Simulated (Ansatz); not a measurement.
ZrO₂:
```
CELL_PARAMETERS angstrom
      5.15422     0.00000     0.00000
      0.00000     5.22566     0.00000
     -0.87171     0.00000     5.25978
ATOMIC_POSITIONS crystal
  Zr 0.27613 0.04215 0.20974
  Zr 0.72387 0.54215 0.29026
  Zr 0.72387 0.95785 0.79026
  Zr 0.27613 0.45785 0.70974
  O  0.06874 0.33269 0.34480
  O  0.93126 0.83269 0.15520
  O  0.93126 0.66731 0.65520
  O  0.06874 0.16731 0.84480
  O  0.44970 0.75725 0.47782
  O  0.55030 0.25725 0.02218
  O  0.55030 0.24275 0.52218
  O  0.44970 0.74275 0.97782
```

Relaxed with r²SCAN. Special points in fractions of this cell's reciprocal vectors: Γ (0.000, 0.000, 0.000); Z (0.000, 0.500, 0.000); D (0.000, 0.500, 0.500); B (0.000, 0.000, 0.500); A (-0.500, 0.000, 0.500); E (-0.500, 0.500, 0.500); C2 (-0.500, 0.500, 0.000); Y2 (-0.500, 0.000, 0.000).

Question: List the band energies nearest the valence-band maximum at these points for the program Ansatz at the r²SCAN level (PAW).

Answer: In eV from the valence-band maximum; about four levels below and three above (degenerate sets whole), none deeper than 8.9 eV; points with the same levels are listed once.

```csv
k,below,above
Γ,-0.62 -0.52 -0.20 0.00,4.53 4.89 5.17
Z,-0.82 -0.82 -0.42 -0.42,5.03 5.03 5.42 5.42
D,-0.89 -0.89 -0.64 -0.64,4.87 4.87 5.03 5.03
B,-0.75 -0.75 -0.46 -0.46,4.74 4.74 5.05 5.05
A,-0.91 -0.91 -0.46 -0.46,4.35 4.35 5.42 5.42
E,-1.01 -1.01 -0.68 -0.68,4.60 4.60 5.15 5.15
C2,-0.92 -0.92 -0.58 -0.58,4.79 4.79 5.13 5.13
Y2,-0.72 -0.57 -0.41 -0.07,4.16 5.06 5.14
```

Space group P2_1/c. The r²SCAN relaxation kept the symmetry of its start. The run is not spin-polarised. Spin–orbit coupling is left out wherever it is not named.

Potentials: the later of the program's two PAW sets.
